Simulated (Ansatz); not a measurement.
# Computed properties of SiO₂ (Imma)

All numbers come from the plane-wave code Ansatz. The values are computed, spin-unpolarised, and not measurements.

Structure: SiO₂ (Imma) from a database of computed structures, at its r2SCAN minimum. It is orthorhombic, Imma (No. 74); a = 5.248 Å, b = 9.507 Å, c = 8.901 Å in the conventional setting, 18.50 Å³ an atom. Si is surrounded by 4 O at 1.60–1.61 Å; O is surrounded by 2 Si at 1.61 Å; O is surrounded by 2 Si at 1.60 Å.

```yaml
crystal:
  lattice:
    - [-2.62375, 4.75349, 4.45067]
    - [2.62375, -4.75349, 4.45067]
    - [2.62375, 4.75349, -4.45067]
  atoms:
    - { symbol: Si, position: [0.92774, 0.84423, 0.08352] }
    - { symbol: Si, position: [0.73929, 0.15577, 0.58352] }
    - { symbol: Si, position: [0.07226, 0.15577, 0.91648] }
    - { symbol: Si, position: [0.26071, 0.84423, 0.41648] }
    - { symbol: O, position: [0.12815, 0.87815, 0.25000] }
    - { symbol: O, position: [0.87185, 0.12185, 0.75000] }
    - { symbol: O, position: [0.79068, 0.50000, 0.79068] }
    - { symbol: O, position: [0.20932, 0.00000, 0.70932] }
    - { symbol: O, position: [0.20932, 0.50000, 0.20932] }
    - { symbol: O, position: [0.79068, 0.00000, 0.29068] }
    - { symbol: O, position: [0.00000, 0.00000, 0.00000] }
    - { symbol: O, position: [0.50000, 0.00000, 0.50000] }
```

Relaxed lattice by functional, symmetry kept:
```csv
functional,k mesh,a (Å),b (Å),c (Å),volume (Å³/atom)
PBE,6×6×6,5.287,9.650,8.943,19.01
r2SCAN,6×6×6,5.248,9.507,8.901,18.50
PBEsol,6×6×6,5.263,9.596,8.911,18.75
```

Gaps on the r2SCAN cell, each the least over its mesh and the special points:

| level | k mesh | gap (eV) | kind | edges | least direct gap (eV) |
| --- | --- | --- | --- | --- | --- |
| PBE | 6×6×6 | 5.48 | direct | Γ | 5.48 |
| r2SCAN | 6×6×6 | 6.17 | direct | Γ | 6.17 |
| HSE06 | 4×4×4 | 7.17 | direct | Γ | 7.17 |
| PBE0 | 4×4×4 | 7.93 | direct | Γ | 7.93 |

PBE: smearing of 0.02 eV; the others have fixed occupations.
Wave cutoffs: 420 eV, 500 eV (r2SCAN).

The HSE06 gap is direct at Γ: 7.17 eV.

r2SCAN covers 41 % of the step from PBE to HSE06. Among these functionals the gap stays direct.

r2SCAN (ground state on 6×6×6): The clamped-ion dielectric constant comes out as 1.92, 1.87 and 1.89 along x, y and z. Born charges, averaged over directions: Si +3.32, O -1.73 to -1.62 e. The program notes that the ground state's band table doesn't vouch for all the bands that the response reads.

On the PBEsol cell (a = 5.263 Å, b = 9.596 Å, c = 8.911 Å), with PBEsol: One optical level at Γ is imaginary (63i cm⁻¹, printed negative): the cell isn't a minimum and would distort. The electronic dielectric tensor ε∞ is 2.00, 1.94 and 1.97 along x, y and z. Born charges, averaged over directions: Si +3.32, O -1.74 to -1.61 e. The program notes that the ground state's band table doesn't vouch for all the bands that the response reads.

For some runs the program warns that the potential is rough where the density is thin, which bears on empty states near the vacuum.
